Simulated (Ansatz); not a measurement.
# Ge: the crystal squeezed far

An exercise on one series of results from a longer session: the logs are not shown, and one member is left open.

Computed with Ansatz 0.2.0 (DFT, PBE, PAW with Ansatz's default frozen-core files, scalar-relativistic, unless a step's input says otherwise).

### The starting structure

The structure is hexagonal, space group P6_3/mmc (No. 194). Conventional cell: a = 3.003 Å, b = 3.003 Å, c = 4.865 Å, α = 90.00°, β = 90.00°, γ = 120.00°. Ge (site symmetry -6m2) has 12 Ge at 2.99 to 3.00 Å as nearest neighbours.

As a file:

```xyz
2
Lattice="3.0032 0.0000 0.0000 -1.5016 2.6008 0.0000 0.0000 0.0000 4.8651" Properties=species:S:1:pos:R:3 pbc="T T T"
Ge    0.0000    1.7339    1.2163
Ge    1.5016    0.8669    3.6488
```

Whether this phase is the stable one at these pressures isn't tested.

Atoms are numbered in the order of the input: Ge1, Ge2.

Set-up of the first run:

The input, input.yaml:

```yaml
crystal:
  lattice:
    - [3.00316585, 0.0, 0.0]
    - [-1.501582925, 2.6008179178, 0.0]
    - [0.0, 0.0, 4.8651286769]
  atoms:
    - { symbol: Ge, position: [0.3333333333, 0.6666666667, 0.25] }
    - { symbol: Ge, position: [0.6666666667, 0.3333333333, 0.75] }
kpoints:
  mp_grid: { grid: [14, 14, 8] }
scf:
  occupations: { method: fermi_dirac, width: 0.1 }
hamiltonian:
  xc: pbe
  pseudopotentials: { kind: paw }
output:
  forces: true
  stress: true
relax:
  f_tol: 0.005
  max_steps: 40
  cell: {}
```

Launch:

```
ansatz run input.yaml --threads 1 --pin off --max-ram 2048MiB --backend cpu --events-out ev --progress --plain --runs-dir out
```

Among the steps run: Cell relaxed at zero pressure, PAW; Volume scaled by 1, PAW; Shape and atoms relaxed at 0.9 of the volume, PAW; Volume scaled by 0.9, PAW; Shape and atoms relaxed at 0.8 of the volume, PAW; Volume scaled by 0.8, PAW; Shape and atoms relaxed at 0.7 of the volume, PAW; Volume scaled by 0.7, PAW; Shape and atoms relaxed at 0.6 of the volume, PAW; More of the same log: shape and atoms relaxed at 0.6 of the volume; Volume scaled by 0.6, PAW; Shape and atoms relaxed at 0.5 of the volume, PAW; Volume scaled by 0.5, PAW; Shape and atoms relaxed at 0.4 of the volume, PAW; Volume scaled by 0.4, PAW; Volume scaled by 0.4, PAW (cutoff 250 eV).

One of the session's tables, all rows but one given; the rest of the session is left out.

```
             method  volume over the first  volume (Å³/atom)  pressure (GPa)
                PAW                      1            19.366            0.01
                PAW                    0.9            17.429            8.55
                PAW                    0.8            15.493           23.54
                PAW                    0.7                 ?               ?
                PAW                    0.6            11.620          101.24
                PAW                    0.5             9.683          208.52
                PAW                    0.4             7.746          460.32
PAW (cutoff 250 eV)                    0.4             7.746          467.04
```

Estimate the missing values for PAW, 0.7.

**Answer.** volume (Å³/atom): 13.556; pressure (GPa): 50.46. In the column «volume (Å³/atom)» it lies between PAW, 0.6 (11.620) and PAW, 0.8 (15.493).

Limits of these values: Warnings in the runs' records: cutoff below recommended.
